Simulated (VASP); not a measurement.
A run of VASP 6.6.1:

Contents of INCAR:

```
SYSTEM = HgS3
PREC = Accurate ; ENCUT = 520
EDIFF = 1E-7 ; ISMEAR = -1
SIGMA = 0.05 ; LREAL = .False.
LASPH = .True. ; NELM = 100
ALGO = Normal ; ISIF = 2
LWAVE = .False. ; LCHARG = .False.
GGA = PE ; NBANDS = 23
```

File KPOINTS:

```
Automatic mesh
0
Gamma
  6 6 6
  0 0 0
```

POSCAR

```
HgS3
1.0
    5.1661613600      0.0000000000      0.0000000000
   -2.5830806800      4.4740269800      0.0000000000
    0.0000000000      0.0000000000      4.8846890200
Hg S
1 3
Direct
    0.0000000000      0.0000000000      0.5000000000
    0.6666666700      0.3333333300      0.7461026700
    0.6666666700      0.3333333300      0.2538973300
    0.3333333300      0.6666666700      0.5000000000
```

Potentials or basis: VASP PAW PBE potentials, release 64 (Hg, S).

Run with:

```console
$ cat potpaw_PBE.64/Hg/POTCAR potpaw_PBE.64/S/POTCAR > POTCAR
$ mpirun -np 1 vasp_std > vasp.out
```

Hardware: 1 thread of Intel(R) Xeon(R) Platinum 8488C (Sapphire Rapids), on a shared host.

**Question.** How long does it take, and how much memory?

**Answer.** Wall time 42 s on 1 thread of Intel(R) Xeon(R) Platinum 8488C (Sapphire Rapids) (shared host), peak memory 0.26 GiB. Counts: scf iterations 15, k points 28.
